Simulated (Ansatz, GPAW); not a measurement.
One calculation of Ir, 3 ways

```
CELL_PARAMETERS angstrom
0.00000 1.91560 1.91560
1.91560 0.00000 1.91560
1.91560 1.91560 0.00000
ATOMIC_POSITIONS crystal
Ir 0.00000 0.00000 0.00000
```

Alike in all runs: task band structure; functional RPBE; k mesh 12 × 12 × 12; occupations fermi-dirac, width 0.05 eV; no spin polarisation; no spin-orbit coupling. Pressure is positive in compression and, in plane waves, holds the error of the finite cutoff, which Ansatz's Pulay term estimates and takes out.

| program and potentials | plane-wave cutoff (eV) | notes | pressure (GPa) |
| --- | --- | --- | --- |
| Ansatz, Ansatz PAW | 420 | potentials made for PBE, which Ansatz adapts in part; 17 valence electrons an atom on average; Pulay term of +0.10 GPa included | 15.44 |
| GPAW, the program's PAW data sets (release 1.2.1) made for this functional | 600 | 15 valence electrons an atom on average | 14.75 |
| Ansatz, all-electron LAPW, scalar-relativistic | - | - | 15.34 |

The pressure spans 14.75 (GPAW, the program's PAW data sets (release 1.2.1) made for this functional) to 15.44 GPa (Ansatz, Ansatz PAW), with all-electron results at 15.34. Some sets were made for another functional than the one run, which can shift their rows. The cell lies far from this level's equilibrium.

The functional is the same throughout but for its coding, so the spread measures potentials, basis and numerics; runs on potential files found faulty are left out.

All three calculations put fcc iridium under substantial compression at this volume, and the all-electron value of 15.34 GPa shows that this isn't an artefact of the potentials. The cell is close to the measured one, at which the real metal is nearly stress-free, so most of the pressure reflects the functional. RPBE's stronger gradient enhancement of exchange favours more inhomogeneous densities, weakens metallic cohesion and drives the lattice to expand. Iridium's well-filled bonding d states make it exceptionally stiff, so even a modest error in equilibrium volume appears as a large pressure.

The same stiffness means that the spread between programs corresponds to only a small difference in lattice constant. Ansatz PAW lies closer to the all-electron result than GPAW does; the treatment of the semicore s shell may contribute, but the differing data sets and residual basis errors prevent a clear attribution. A pressure at a single volume fixes neither the equilibrium lattice constant nor the bulk modulus.
